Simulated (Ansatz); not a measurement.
Input of an Ansatz 0.2.0 run:

Contents of input.yaml:

```yaml
crystal:
  lattice:
    - [-0.013303, 1.935753, 1.94453]
    - [1.971038, 0.003035, 1.928193]
    - [2.000885, 1.949262, -0.026811]
  atoms:
    - { symbol: Pt, position: [-0.013262, 0.019954, 0.00694] }
hamiltonian:
  xc: pbesol
  pseudopotentials: { kind: paw }
kpoints:
  mp_grid: { grid: [12, 12, 12] }
scf:
  occupations: { method: fermi_dirac, width: 0.05 }
output:
  forces: true
  stress: true
  eigenvalues: true
```

Potentials or basis: Ansatz PAW.

Command:

```sh
$ ansatz run input.yaml --threads 2 --pin off --max-ram 5632MiB --backend cpu --events-out ev --progress --plain --runs-dir out
```

(1) What does it give for the band gap on the k mesh?

(2) Estimate the pressure.

Answers

(1) none (metal or under the smearing width).

(2) -0.5 GPa.

Caveat: the PAW data sets come from PBE, with cores solved anew for the run's functional, which leaves a small shift of forces and pressure.
